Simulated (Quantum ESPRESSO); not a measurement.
## SnO: zone-centre phonons under several settings

```xyz
2
Lattice="3.1319 0.0000 0.0000 0.0000 3.1319 0.0000 0.0000 0.0000 3.1319" Properties=species:S:1:pos:R:3 pbc="T T T"
Sn    0.0000    0.0000    0.0000
O     1.5660    1.5660    1.5660
```

The cell was built by a generator and needn't be a form met in nature.

All runs used Quantum ESPRESSO 7.5; k mesh 6 × 6 × 6; relaxed cell; no spin polarisation; cutoff 1143 eV.

```tsv
level	potentials	occupations	volume (Å³/atom)	pressure (GPa)	lowest optical mode without the field (cm⁻¹)
LDA	PseudoDojo 0.4.1 SR LDA standard	cold, width 0.2 eV	14.21	0.0	269i
PBEsol	PseudoDojo 0.4.1 SR PBEsol standard	smeared at first, fixed for the response	?	0.3	?
```

**Question.** What stands in the row left open?

**Answer.** Volume 14.67 Å³/atom; lowest optical mode without the field 270i cm⁻¹.

Values marked i are imaginary: the cell is unstable against those modes at that level, or the meshes are too thin.

Caveats: some modes are imaginary; the mesh is thin for the phonons of a metal (some runs); on a mesh that holds Γ this program's dielectric tensor can be off by some percent beyond the error of the mesh (some runs).

For the row left open. Caveat: some modes are imaginary; on a mesh that holds Γ this program's dielectric tensor can be off by some percent beyond the error of the mesh.
